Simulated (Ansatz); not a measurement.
Runs of Ansatz 0.2.0 on BeS. It takes space group F-43m (No. 216, cubic). The conventional cell has a = 4.850 Å, b = 4.850 Å, c = 4.850 Å, α = 90.00°, β = 90.00°, γ = 90.00°. Around S (site symmetry -43m) lie 4 Be at 2.10 Å. Be (site symmetry -43m) is surrounded by 4 S at 2.10 Å. 

```csv
task,level,potentials or basis,spin,cell,k mesh,cutoff (eV),smearing,scf n extra bands,basis error allowed,other keys,gap on the mesh (eV),pressure (GPa),moment (μB)
single point,RPBE-LYP,"all-electron LAPW, scalar-relativistic","collinear, ferromagnetic start",as given,9 × 9 × 9,260,fermi-dirac 0.025 eV,-,0.001 eV/atom,basis.ecutwfc = 260,(a),6.6,0.00
single point,PBE,"all-electron LAPW, scalar-relativistic",off,as given,6 × 6 × 6,192,fermi-dirac 0.04 eV,-,0.003 eV/atom,-,(b),1.6,-
relaxation of cell and atoms,rPW86-PBE,"all-electron LAPW, relativistic spinors","non-collinear, random start, SOC",relaxed from: volume scaled by 1.25,7 × 7 × 7,-,gaussian 0.1 eV,-,0.001 eV/atom,-,3.46,0.0,0.00
elastic constants,PBE+D4,all-electron PAW datasets made for the crystal,"collinear, random start",as given,7 × 7 × 7,280,fermi-dirac 0.05 eV,2,-,scf.n_extra_bands = 2,3.26,-1.4,0.00
```

**Question.** Estimate the missing entries.

**Answer.** (a) 3.58; (b) 3.11.

Caveats: an odd mesh through Γ misses points on the zone boundary, where band edges often lie (some runs); the starting moments weren't kept (some runs); the program listed the state as in doubt (some runs); the datasets are made anew for each crystal, so energies of different cells compare to about 1 meV per atom (some runs).

The runs don't all hold the same shells in valence.
